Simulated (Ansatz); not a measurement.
**Ta, simple cubic: how the functional moves the structure**

All rows: Ansatz, plane waves with scalar-relativistic PAW, 420 eV (500 eV for the SCAN forms), relaxed under each functional, no dispersion correction, no zero-point motion. B₀ comes from uniform scaling at fixed shape; a dash is a value not given.

| functional | V (Å³/atom) | cell | B₀ (GPa) | magnetic state | ΔE to bcc (meV/atom) |
| --- | --- | --- | --- | --- | --- |
| PBE | 20.62 | a = 2.742 Å | 144 | spin not included | 1127 |
| r²SCAN | 20.23 | a = 2.725 Å | 148 | spin not included | 1204 |
| LDA | 19.33 | a = 2.684 Å | 166 | spin not included | 1144 |
| revPBE | 20.91 | a = 2.755 Å | 139 | spin not included | 1123 |
| RPBE | 21.03 | a = 2.760 Å | 137 | spin not included | 1121 |
| BLYP | 21.44 | a = 2.778 Å | 130 | spin not included | 899 |

(1) What does PBEsol give?

Answers

(1) V (Å³/atom): 19.85; cell: a = 2.708 Å; B₀ (GPa): 156; magnetic state: spin not included; ΔE to bcc (meV/atom): 1167.
